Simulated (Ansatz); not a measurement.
```yaml
crystal:
  lattice:
    - [0.00000, 2.66007, 2.66007]
    - [2.66007, 0.00000, 2.66007]
    - [2.66007, 2.66007, 0.00000]
  atoms:
    - { symbol: Si, position: [0.00000, 0.00000, 0.00000] }
    - { symbol: Si, position: [0.25000, 0.25000, 0.25000] }
```

PBE in Ansatz, hard PAW set made for 700 eV, wave cutoff 700 eV, 4×4×4 mesh, fixed fractional positions. The pressure is 9.6 GPa and the gap on the mesh 0.56 eV.

(1) The cell is scaled evenly to 1.128 times its volume. What pressure and gap follow, and what mean bulk modulus do the two pressures imply?

## Answers

(1) -2.5 GPa, gap 0.80 eV; B = −ΔP/Δln V ≈ 101 GPa over this range.

The cell is a model at fixed atoms and needn't be the relaxed known crystal. The mesh is coarse, so these values aren't converged.
